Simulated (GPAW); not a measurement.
Crystal: V.

```
CELL_PARAMETERS angstrom
-1.51435 1.51435 1.51435
1.51435 -1.51435 1.51435
1.51435 1.51435 -1.51435
ATOMIC_POSITIONS crystal
V 0.00000 0.00000 0.00000
```

| Property | Result |
| --- | --- |
| Program | GPAW 26.7.0 |
| Task | relaxation of cell and atoms |
| Functional | RPBE |
| Dispersion | D3(BJ) |
| Potentials or basis | the program's PAW data sets (release 1.2.1) made for this functional |
| Cutoff | 600 eV |
| Basis | pw |
| k mesh | 12 × 12 × 12 |
| Occupations | fermi-dirac, width 0.05 eV |
| Spin | collinear spin, ferromagnetic start |
| Starting moments | [2.0] μB |

At the start: pressure -44.5 GPa; volume 13.89 Å³/atom.

Task: Where does the relaxation end?

Result: Over 14 steps the energy falls by 512.7 meV/atom and the volume is 10.85 Å³/atom (-21.9 %); space group Im-3m (No. 229, to 0.05 Å); moment 0.00 μB per cell.

Step by step:
| step | energy change (eV) | largest force (eV/Å) | pressure (GPa) | volume (Å³) |
| --- | --- | --- | --- | --- |
| 1 | 0.0000 | 0.0000 | -44.48 | 13.89 |
| 2 | -0.3547 | 0.0000 | -28.90 | 12.37 |
| 3 | -0.4896 | 0.0000 | 15.15 | 10.31 |
| 4 | -0.4961 | 0.0000 | 12.74 | 10.38 |
| 5 | -0.5053 | 0.0000 | 8.45 | 10.52 |
| 6 | -0.5118 | 0.0000 | 3.15 | 10.71 |
| 7 | -0.5120 | 0.0000 | -2.26 | 10.92 |
| 8 | -0.5120 | 0.0000 | -2.19 | 10.92 |
| 9 | -0.5121 | 0.0000 | -2.03 | 10.91 |
| 10 | -0.5122 | 0.0000 | -1.81 | 10.90 |
| 11 | -0.5124 | 0.0000 | -1.52 | 10.89 |
| 12 | -0.5125 | 0.0000 | -1.17 | 10.88 |
| 13 | -0.5126 | 0.0000 | -0.79 | 10.86 |
| 14 | -0.5127 | 0.0000 | -0.37 | 10.85 |

Final structure:
```
V
1.0
    -1.39443    1.39443    1.39443
     1.39443   -1.39443    1.39443
     1.39443    1.39443   -1.39443
V
1
Direct
  0.00000 0.00000 0.00000
```

Caveat: each step starts from the last one's moments, so a moment once lost doesn't come back; later steps reuse the first step's grids; the volume moved by over 15 % at a fixed basis, so the end points are rough; the volume moved by -22 % from the deposited cell, more than functionals usually miss; pairwise dispersion overbinds metals, which lowers pressure and volume.
